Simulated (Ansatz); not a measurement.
Generalised stacking fault in Ta

The calculation used DFT PBE, scalar-relativistic, plane waves, PAW in Ansatz. Settings: plane waves to 420 eV, k-mesh 17×17×5 (Γ-centred), Gaussian smearing 0.15 eV. Spin–orbit coupling is left out, which can shift energies with elements as heavy as these. No spin polarisation. Energies are free energies at this smearing, counted from the undisturbed cell; pressure is positive in compression.

The undisturbed cell (as given, not relaxed at this level; it stands at 3.1 GPa):

```yaml
crystal:
  lattice:
    - [-1.65128, 1.65128, -1.65128]
    - [-1.65128, -1.65128, 1.65128]
    - [0.00000, 6.60512, 6.60512]
  atoms:
    - { symbol: Ta, position: [0.00000, 0.00000, 0.87500] }
    - { symbol: Ta, position: [0.50000, 0.50000, 0.12500] }
    - { symbol: Ta, position: [0.00000, 0.00000, 0.37500] }
    - { symbol: Ta, position: [0.50000, 0.50000, 0.62500] }
```

The cut lies on the cell's a–b face, a (0 1 1) plane (indices in the standard cell, whose axes needn't be the Cartesian ones shown) of area 7.71 Å², between layers 2.34 Å apart. Vector c is tilted by f times 1·a + 1·b (length 3.303 Å) with the atoms' Cartesian places fixed: one unrelaxed fault a cell. The cell is metallic on the mesh throughout.

```tsv
f	γ (mJ/m²)	shear traction, the slope of γ along the slip (GPa)
0.0000	0	0.0
0.1000	?	?
0.2000	874	24.2
0.3000	1818	31.4
0.4000	2793	24.5
0.5000	3235	0.0
```

By symmetry 0.6000 repeats 0.4000, 0.8000 repeats 0.2000, 0.7000 repeats 0.3000, 0.9000 repeats 0.1000 in energy; the slope of the energy along the path changes sign there.

Question: Give the withheld values.

Answer: γ (mJ/m²) at f = 0.1000: 248; shear traction, the slope of γ along the slip (GPa) at f = 0.1000: 14.1.

Cost: 6 runs of about 3.4 core-minutes in all, on Intel Xeon Platinum 8259CL (Skylake/Cascade Lake) (shared hosts).